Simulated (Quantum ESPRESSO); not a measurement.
Here is a Quantum ESPRESSO 7.5 calculation.

File run.py:

```python
import numpy as np
from ase.calculators.espresso import Espresso, EspressoProfile
import spglib
from ase import Atoms
from ase.io import read

atoms = read('LiCl.cif')
cell, pos, num = spglib.standardize_cell((atoms.cell[:], atoms.get_scaled_positions(), atoms.numbers), to_primitive=True, symprec=1e-4)
atoms = Atoms(numbers=num, cell=cell, scaled_positions=pos, pbc=True)

input_data = {
    'control': {'calculation': 'scf', 'prefix': 'pwscf', 'outdir': './tmp', 'tprnfor': True, 'tstress': True, 'disk_io': 'low'},
    'system': {'ecutwfc': 74.0, 'nbnd': 10, 'occupations': 'smearing', 'smearing': 'fd', 'degauss': 0.00367493},
    'electrons': {'conv_thr': 4e-10, 'electron_maxstep': 120, 'mixing_beta': 0.5},
}
pseudopotentials = {'Li': 'Li.upf', 'Cl': 'Cl.upf'}
profile = EspressoProfile(command='pw.x', pseudo_dir='pseudo')
dft = Espresso(profile=profile, input_data=input_data, pseudopotentials=pseudopotentials, kpts=(9, 9, 9), koffset=(0, 0, 0))
atoms.calc = dft

from ase.optimize import BFGS
from ase.filters import FrechetCellFilter
done = BFGS(FrechetCellFilter(atoms), trajectory='opt.traj').run(fmax=0.02, steps=30)
print('converged', done)
print('cell (A)', np.round(atoms.cell.cellpar(), 5))
print(f'energy {atoms.get_potential_energy():.8f} eV')
print('forces (eV/A)')
print(np.round(atoms.get_forces(), 6))
print('stress (eV/A^3, Voigt)')
print(np.round(atoms.get_stress(), 8))
print(f'Fermi level {dft.get_fermi_level():.4f} eV')
```

LiCl.cif

```cif
data_LiCl
_cell_length_a 5.12954000
_cell_length_b 5.12954000
_cell_length_c 5.12954000
_cell_angle_alpha 90.00000000
_cell_angle_beta 90.00000000
_cell_angle_gamma 90.00000000
_space_group_name_H-M_alt 'Fm-3m'
_space_group_name_Hall '-F 4 2 3'
_space_group_IT_number 225
loop_
_space_group_symop_operation_xyz
'x,y,z'
'-x,-y,-z'
'-y,x,z'
'y,-x,-z'
'-x,-y,z'
'x,y,-z'
'y,-x,z'
'-y,x,-z'
'x,-y,-z'
'-x,y,z'
'-y,-x,-z'
'y,x,z'
'-x,y,-z'
'x,-y,z'
'y,x,-z'
'-y,-x,z'
'z,x,y'
'-z,-x,-y'
'z,-y,x'
'-z,y,-x'
'z,-x,-y'
'-z,x,y'
'z,y,-x'
'-z,-y,x'
'-z,x,-y'
'z,-x,y'
'-z,-y,-x'
'z,y,x'
'-z,-x,y'
'z,x,-y'
'-z,y,x'
'z,-y,-x'
'y,z,x'
'-y,-z,-x'
'x,z,-y'
'-x,-z,y'
'-y,z,-x'
'y,-z,x'
'-x,z,y'
'x,-z,-y'
'-y,-z,x'
'y,z,-x'
'-x,-z,-y'
'x,z,y'
'y,-z,-x'
'-y,z,x'
'x,-z,y'
'-x,z,-y'
'x,y+1/2,z+1/2'
'-x,-y+1/2,-z+1/2'
'-y,x+1/2,z+1/2'
'y,-x+1/2,-z+1/2'
'-x,-y+1/2,z+1/2'
'x,y+1/2,-z+1/2'
'y,-x+1/2,z+1/2'
'-y,x+1/2,-z+1/2'
'x,-y+1/2,-z+1/2'
'-x,y+1/2,z+1/2'
'-y,-x+1/2,-z+1/2'
[... 41 lines left out ...]
'-x+1/2,-y,z+1/2'
'x+1/2,y,-z+1/2'
'y+1/2,-x,z+1/2'
'-y+1/2,x,-z+1/2'
'x+1/2,-y,-z+1/2'
'-x+1/2,y,z+1/2'
'-y+1/2,-x,-z+1/2'
'y+1/2,x,z+1/2'
'-x+1/2,y,-z+1/2'
'x+1/2,-y,z+1/2'
'y+1/2,x,-z+1/2'
'-y+1/2,-x,z+1/2'
'z+1/2,x,y+1/2'
'-z+1/2,-x,-y+1/2'
'z+1/2,-y,x+1/2'
'-z+1/2,y,-x+1/2'
'z+1/2,-x,-y+1/2'
'-z+1/2,x,y+1/2'
'z+1/2,y,-x+1/2'
'-z+1/2,-y,x+1/2'
'-z+1/2,x,-y+1/2'
'z+1/2,-x,y+1/2'
'-z+1/2,-y,-x+1/2'
'z+1/2,y,x+1/2'
'-z+1/2,-x,y+1/2'
'z+1/2,x,-y+1/2'
'-z+1/2,y,x+1/2'
'z+1/2,-y,-x+1/2'
'y+1/2,z,x+1/2'
'-y+1/2,-z,-x+1/2'
'x+1/2,z,-y+1/2'
'-x+1/2,-z,y+1/2'
'-y+1/2,z,-x+1/2'
'y+1/2,-z,x+1/2'
'-x+1/2,z,y+1/2'
'x+1/2,-z,-y+1/2'
'-y+1/2,-z,x+1/2'
'y+1/2,z,-x+1/2'
'-x+1/2,-z,-y+1/2'
'x+1/2,z,y+1/2'
'y+1/2,-z,-x+1/2'
'-y+1/2,z,x+1/2'
'x+1/2,-z,y+1/2'
'-x+1/2,z,-y+1/2'
'x+1/2,y+1/2,z'
'-x+1/2,-y+1/2,-z'
'-y+1/2,x+1/2,z'
'y+1/2,-x+1/2,-z'
'-x+1/2,-y+1/2,z'
'x+1/2,y+1/2,-z'
'y+1/2,-x+1/2,z'
'-y+1/2,x+1/2,-z'
'x+1/2,-y+1/2,-z'
'-x+1/2,y+1/2,z'
'-y+1/2,-x+1/2,-z'
'y+1/2,x+1/2,z'
'-x+1/2,y+1/2,-z'
'x+1/2,-y+1/2,z'
'y+1/2,x+1/2,-z'
'-y+1/2,-x+1/2,z'
'z+1/2,x+1/2,y'
'-z+1/2,-x+1/2,-y'
'z+1/2,-y+1/2,x'
'-z+1/2,y+1/2,-x'
'z+1/2,-x+1/2,-y'
'-z+1/2,x+1/2,y'
'z+1/2,y+1/2,-x'
'-z+1/2,-y+1/2,x'
'-z+1/2,x+1/2,-y'
'z+1/2,-x+1/2,y'
'-z+1/2,-y+1/2,-x'
'z+1/2,y+1/2,x'
'-z+1/2,-x+1/2,y'
'z+1/2,x+1/2,-y'
'-z+1/2,y+1/2,x'
'z+1/2,-y+1/2,-x'
'y+1/2,z+1/2,x'
'-y+1/2,-z+1/2,-x'
'x+1/2,z+1/2,-y'
'-x+1/2,-z+1/2,y'
'-y+1/2,z+1/2,-x'
'y+1/2,-z+1/2,x'
'-x+1/2,z+1/2,y'
'x+1/2,-z+1/2,-y'
'-y+1/2,-z+1/2,x'
'y+1/2,z+1/2,-x'
'-x+1/2,-z+1/2,-y'
'x+1/2,z+1/2,y'
'y+1/2,-z+1/2,-x'
'-y+1/2,z+1/2,x'
'x+1/2,-z+1/2,y'
'-x+1/2,z+1/2,-y'
loop_
_atom_site_label
_atom_site_type_symbol
_atom_site_symmetry_multiplicity
_atom_site_Wyckoff_symbol
_atom_site_fract_x
_atom_site_fract_y
_atom_site_fract_z
_atom_site_occupancy
Cl1 Cl 4 b 0.5000000000 0.0000000000 0.0000000000 1
Li1 Li 4 a 0.0000000000 0.0000000000 0.0000000000 1
```

Potentials or basis: PseudoDojo 0.4.1 SR PBE standard.

Launch:

```console
$ OMP_NUM_THREADS=1 python run.py
```

(1) What does it give for the relaxed volume?

(2) Estimate the relaxed cell.

Answers

(1) 17.07 Å³/atom.

(2) a = 3.641 Å, b = 3.641 Å, c = 3.641 Å, α = 60.00°, β = 60.00°, γ = 60.00°.
